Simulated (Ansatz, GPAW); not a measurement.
# One calculation of Ru, 3 ways

```
Ru
1.0
     2.70580    0.00000    0.00000
    -1.35290    2.34329    0.00000
     0.00000    0.00000    4.28190
Ru
2
Direct
  0.66667 0.33333 0.75000
  0.33333 0.66667 0.25000
```

Alike in all runs: task single point; functional PBE; k mesh 11 × 11 × 6; occupations gaussian, width 0.014 eV; no spin polarisation; no spin-orbit coupling. Pressure is positive in compression and, in plane waves, holds the error of the finite cutoff, which Ansatz's Pulay term estimates and takes out.

| program and potentials | plane-wave cutoff (eV) | notes | pressure (GPa) |
| --- | --- | --- | --- |
| Ansatz, Ansatz PAW | 420 | Pulay term of +0.07 GPa included | 4.50 |
| GPAW, GPAW PAW data sets (gpaw-data 1.2.1) | 600 | - | 3.57 |
| Ansatz, all-electron LAPW, scalar-relativistic | - | - | ? |

Estimate from the other rows what the run with Ansatz, all-electron LAPW, scalar-relativistic gave.

Pressure 4.44 GPa. The other rows, which needn't bracket it: pressure 3.57 to 4.50.
